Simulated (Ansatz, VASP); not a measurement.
ZnSe (Stilleite): VASP beside Ansatz

```
Zn Se
1.0
     0.00000    2.83380    2.83380
     2.83380    0.00000    2.83380
     2.83380    2.83380    0.00000
Zn Se
1 1
Cartesian
  0.0000 0.0000 0.0000
  1.4169 1.4169 1.4169
```

Alike in both runs: task single point; functional PBEsol; k mesh 6 × 6 × 6; no spin polarisation.

|  | VASP | Ansatz |
| --- | --- | --- |
| version | VASP 6.6.1 | Ansatz 0.2.0 |
| potentials or method | VASP PAW PBE potentials, release 64 (Zn, Se) | plane waves, PAW |
| plane-wave cutoff (eV) | 520 | 420 |
| occupations | gaussian, width 0.01 eV | fixed |
| valence electrons in the cell | 18 | 28 |

Ansatz gave:

- gap on the k mesh at the Fermi level (eV): 1.17
- pressure (GPa): -1.1

Task: Which values does VASP return?

Result: gap on the k mesh at the Fermi level (eV): 1.17; pressure (GPa): -0.8.

The two sets of potentials don't hold the same shells in valence.

Caveats: the PAW data sets were made with another functional, which shifts forces and pressure a little (VASP).
